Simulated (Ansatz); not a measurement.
# Structure relaxation of BeC

Level of theory: DFT PBE, scalar-relativistic, plane waves, PAW (Ansatz). Cutoff 420 eV, Γ-centred k mesh, Gaussian smearing, no spin polarisation in the final step.

BeC was placed on the CrB structure type (Cmcm, No. 63), with Be in place of Cr, C in place of B, at a guessed volume.

```
CELL_PARAMETERS angstrom
1.41595 -3.73601 0.00000
1.41595 3.73601 0.00000
0.00000 0.00000 2.81277
ATOMIC_POSITIONS crystal
Be 0.85400 0.14600 0.75000
Be 0.14600 0.85400 0.25000
C 0.55000 0.45000 0.75000
C 0.45000 0.55000 0.25000
```

Cell and atoms relax at zero pressure; the relaxation can't lower the symmetry of the start. After a coarse first stage the cell is made exact in the group found at 0.06 Å.

Formation energies are uncorrected and refer to the elements' standard structures at the same level.

Task: What does it relax into?

Result: It keeps Cmcm (No. 63). The result has the CrB (Be on Cr sites) structure. Conventional cell: a = 3.059 Å, b = 6.920 Å, c = 2.471 Å. Around Be lie 1 C at 1.80 Å; C is coordinated by 2 C at 1.54 Å.

```xyz
4
Lattice="1.5295 -3.4602 0.0000 1.5295 3.4602 0.0000 0.0000 0.0000 2.4711" Properties=species:S:1:pos:R:3 pbc="T T T"
Be    1.5295   -2.2633    1.8534
Be    1.5295    2.2633    0.6178
C     1.5295   -0.4622    1.8534
C     1.5295    0.4622    0.6178
```

Task: What are its volume, energy, density and gap?

Result: The volume per atom is 6.54 Å³ and the density is 2.67 g/cm³. The energy over the elements is 0.68 eV/atom and the gap on the 16×16×18 mesh is 0 eV (a metal).

The final run used a 16×16×18 mesh on its 4-atom cell and 0.10 eV smearing. For metals, differences of a few meV/atom aren't resolved. A later test with randomly moved atoms lowered the energy by 319 meV/atom on a coarse mesh, so it isn't stable against such moves and is likely a saddle point held by symmetry.

Cost: 6 runs of about 11 core-minutes in all, on Arm Neoverse V2 (shared hosts).